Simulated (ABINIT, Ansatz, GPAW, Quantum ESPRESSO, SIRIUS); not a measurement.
## CuO: 6 runs at one level of theory

```xyz
2
Lattice="2.8363 0.0000 0.0000 -1.4182 2.4563 0.0000 0.0000 0.0000 2.7681" Properties=species:S:1:pos:R:3 pbc="T T T"
Cu    0.0000    0.0000    0.0000
O     1.4182    0.8188    1.3841
```

Measurements of this composition are mostly on another form, of space group No. 15.

Alike in all runs: task single point; functional PBE; k mesh 11 × 11 × 10; occupations fermi-dirac, width 0.05 eV; no spin polarisation; no spin-orbit coupling. Pressure is positive in compression and, in plane waves, holds the error of the finite cutoff, which Ansatz's Pulay term estimates and takes out.

```tsv
program and potentials	plane-wave cutoff (eV)	notes	pressure (GPa)
GPAW, GPAW PAW data sets (gpaw-data 1.2.1)	800	8.5 valence electrons an atom on average	0.64
Quantum ESPRESSO, SSSP 1.3 efficiency PBE	748	8.5 valence electrons an atom on average	-0.96
ABINIT, JTH PAW PBE v2.0	707	12.5 valence electrons an atom on average	-0.79
Ansatz, all-electron LAPW, scalar-relativistic	-	-	-0.53
Ansatz, Ansatz PAW (earlier soft set)	420	12.5 valence electrons an atom on average; Pulay term of +0.45 GPa included	-0.59
SIRIUS, PseudoDojo 0.4.1 PBE standard (scalar relativistic)	1254	12.5 valence electrons an atom on average	?
```

Estimate from the other rows what the run with SIRIUS, PseudoDojo 0.4.1 PBE standard (scalar relativistic) gave.

Pressure -0.84 GPa. The other rows, which needn't bracket it: pressure -0.96 to 0.64.
